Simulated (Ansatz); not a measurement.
**Ni3Si: changing the pressure**

The cell as given:

Symmetry: R-3m, No. 166, trigonal system. Conventional cell: a = 2.586 Å, b = 2.586 Å, c = 22.986 Å, α = 90.00°, β = 90.00°, γ = 120.00°. Ni (site symmetry 3m) has 3 Si at 2.34 Å and 9 Ni at 2.52 to 2.59 Å as nearest neighbours. Around Ni (site symmetry -3m) lie 12 Ni at 2.52 to 2.59 Å. Si (site symmetry -3m) has 6 Ni at 2.34 Å and 6 Si at 2.59 Å as nearest neighbours.

The cell comes from a database or a generator and needn't be the stable form of this composition.

Kept alike: task relaxation of cell and atoms; functional PBEsol; k mesh 12 × 12 × 12; occupations fermi-dirac, width 0.05 eV; collinear spin, ferromagnetic start. Program: Ansatz, Ansatz PAW, cutoff 420 eV. The mesh is that of the run's cell of 4 atoms. No spin-orbit coupling.

| run | volume (Å³/atom) | largest site moment (μB) |
| --- | --- | --- |
| A | 9.908 | 0.00 |
| B | 10.493 | 0.20 |
| C | 9.604 | 0.00 |
| D | 10.638 | 0.26 |
| E | 10.740 | 0.29 |
| F | 10.275 | 0.00 |

The relaxations keep at least the cell's symmetry (R-3m). For a metal such a mesh leaves the last digits unconverged. The runs follow the start's structure, whether or not it is the stable one at these pressures. P is the pressure aimed at, which the runs meet within some hundredths to tenths of a GPa. The runs hold the magnetic state that their start led to, which needn't be the lowest. Site moments count inside each atom's sphere or projector. All rows use potentials made for PBE.

Problem. The runs differ in the pressure alone: 0; 2; 5; 10; 20; 30 GPa. Which run is which?

Solution. Run A is 20 GPa; run B is 5 GPa; run C is 30 GPa; run D is 2 GPa; run E is 0 GPa; run F is 10 GPa. The volume falls from 10.740 to 9.604 Å³/atom between 0 and 30 GPa. The volume falls ever more slowly, since the solid stiffens under load. At the pressures aimed at, which the runs meet within some tenths of a GPa, the step from 0 to 5 GPa gives a mean bulk modulus near 215 GPa, the last step 321 GPa. The largest site moment falls from 0.29 to 0.00 μB between 0 and 30 GPa.
